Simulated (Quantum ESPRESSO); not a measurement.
# Ge under changes of volume

One of the cells (22.639 Å³/atom); the others are scaled copies at fixed shape and fractional positions:

```
Ge
1.0
     0.00000    2.82891    2.82891
     2.82891    0.00000    2.82891
     2.82891    2.82891    0.00000
Ge
2
Direct
  0.75000 0.75000 0.75000
  0.50000 0.50000 0.50000
```

| Item | Value |
| --- | --- |
| Program | Quantum ESPRESSO 7.5 |
| Functional | LDA |
| Potentials or basis | GBRV 1.5 LDA |
| Cutoff | 612 eV |
| Density cutoff | 4898 eV |
| k mesh | 8 × 8 × 8 |
| Occupations | fermi-dirac, width 0.05 eV |
| Spin | no spin polarisation |

```tsv
volume (Å³/atom)	energy over the lowest point (meV/atom)	pressure (GPa)
21.281	9.11	3.1
21.733	2.20	1.4
22.186	0.00	-0.1
22.639	1.74	-1.5
23.092	7.23	-2.7
23.545	15.92	-3.8
23.997	?	?
```

Question: What does the run at 23.997 Å³/atom give?

Answer: Energy over the lowest point 27.64 meV/atom; pressure -4.8 GPa.

Worked out: A Birch-Murnaghan fit of order 3 (a polynomial in V^(-2/3)) to the other rows has its minimum at 22.20 Å³/atom with B0 = V·E''(V) = 71 GPa and B' = 4.8. It gives 27.46 meV/atom at 23.997 Å³/atom, against the run's 27.64, and -dE/dV = -4.6 GPa, against -4.8.

Energies are extrapolated to zero smearing.
